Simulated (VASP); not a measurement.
Here is a VASP 6.6.1 calculation.

INCAR

```
ALGO = Normal
EDIFF = 1E-6
ENCUT = 520
GGA = CA
ISIF = 2
ISMEAR = 0
LASPH = T
LCHARG = T
LELF = T
LREAL = F
LVHAR = T
LWAVE = F
NBANDS = 15
NELM = 100
PREC = Accurate
SIGMA = 0.05
```

Contents of KPOINTS:

```
k-points
0
Gamma
  8 8 8
```

POSCAR

```
KCl
1.0
    0.0000000000      3.1561000000      3.1561000000
    3.1561000000      0.0000000000      3.1561000000
    3.1561000000      3.1561000000      0.0000000000
K Cl
1 1
Direct
    0.0000000000      0.0000000000      0.0000000000
    0.5000000000      0.5000000000      0.5000000000
```

Potentials or basis: VASP PAW LDA potentials, release 64 (K_sv, Cl).

The run is started by

```console
$ cat potpaw_LDA.64/K_sv/POTCAR potpaw_LDA.64/Cl/POTCAR > POTCAR
$ mpirun -np 1 vasp_std > vasp.out
```

Predict the pressure.

-2.0 GPa.

What does it give for the band gap on the k mesh?

4.72 eV, direct.

**What was measured.**

A printed reference work, monograph reports, for a bulk crystal of KCl: band gap 8.68 eV.

Measured gap of KCl: 8.68 eV (a printed reference work, monograph). This calculation gives 4.72 eV (-3.96 eV). The value is that of LDA on a finite k mesh, which can miss the band edges, without temperature or zero-point motion. Semilocal functionals fall short of measured gaps as a rule.
